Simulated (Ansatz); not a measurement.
TePb:

```
Pb Te
1.0
     4.00229    0.00000    0.00000
     0.00000    4.00229    0.00000
     0.00000    0.00000    4.00229
Pb Te
1 1
Direct
  0.00000 0.00000 0.00000
  0.50000 0.50000 0.50000
```

Measurements of this composition are mostly on another form, of space group No. 225.

* Program: Ansatz 0.2.0
* Task: relaxation of cell and atoms
* Functional: PBEsol0
* Potentials or basis: Ansatz PAW
* Cutoff: 420 eV (not typed: the program's choice for these potentials)
* k mesh: 4 × 4 × 4
* Occupations: fermi-dirac, width 0.05 eV
* Spin: no spin polarisation

At the start: volume 32.05 Å³/atom.

**Question.** How do energy, volume and symmetry change on relaxing?

**Answer.** It ends after 4 steps and the volume is 30.66 Å³/atom (-4.4 %); space group Pm-3m (No. 221, to 0.05 Å).

Step by step:
```tsv
step	energy change (eV)	largest force (eV/Å)	volume (Å³)
1	0.0000	0.0000	64.11
2	-0.0196	0.0000	60.79
3	-0.0201	0.0000	61.32
4	-0.0196	0.0000	61.32
```

Final structure:
```yaml
crystal:
  lattice:
    - [3.94329, 0.00000, 0.00000]
    - [0.00000, 3.94329, 0.00000]
    - [0.00000, 0.00000, 3.94329]
  atoms:
    - { symbol: Pb, position: [0.00000, 0.00000, 0.00000] }
    - { symbol: Te, position: [0.50000, 0.50000, 0.50000] }
```

Caveat: the k mesh is coarse (spacing up to 0.39 Å⁻¹), so the values aren't converged, least of all with exact exchange; the plane-wave basis is chosen anew once the cell has moved, so the energies of steps on either side of that aren't comparable; the PAW data sets come from PBE, with cores solved anew for the run's functional, which leaves a small shift of forces and pressure.
